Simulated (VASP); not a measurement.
A run of VASP 6.6.1:

The input INCAR:

```
ALGO = Normal
BPARAM = 11.95
CPARAM = 0.0093
EDIFF = 1E-7
EDIFFG = -0.005
ENCUT = 600
IBRION = 2
ISIF = 3
ISMEAR = 0
IVDW_NL = 2
LASPH = True
LCHARG = False
LMIXTAU = True
LREAL = False
LUSE_VDW = True
LWAVE = False
METAGGA = R2SCAN
NELM = 60
NSW = 90
PREC = Accurate
SIGMA = 0.02
```

The input KPOINTS:

```
k-points
0
Gamma
  10 10 10
```

POSCAR

```
ZnS
1.0
    0.0000000000      2.6936828800      2.6936828800
    2.6936828800      0.0000000000      2.6936828800
    2.6936828800      2.6936828800      0.0000000000
Zn S
1 1
Direct
    0.0000000000      0.0000000000      0.0000000000
    0.7500000000      0.7500000000      0.7500000000
```

Potentials or basis: VASP PAW PBE potentials, release 64 (Zn, S).

Run with:

```console
$ cat potpaw_PBE.64/Zn/POTCAR potpaw_PBE.64/S/POTCAR > POTCAR
$ mpirun -np 1 vasp_std > vasp.out
```

Hardware: 1 thread of Intel(R) Xeon(R) Platinum 8488C (Sapphire Rapids) (shared host).

How long does it take, and how much memory?

Run time: 9.1 min on 1 thread of Intel(R) Xeon(R) Platinum 8488C (Sapphire Rapids) (shared host), peak memory 0.29 GiB. Counts: scf iterations 51, k points 47, ion steps 4.
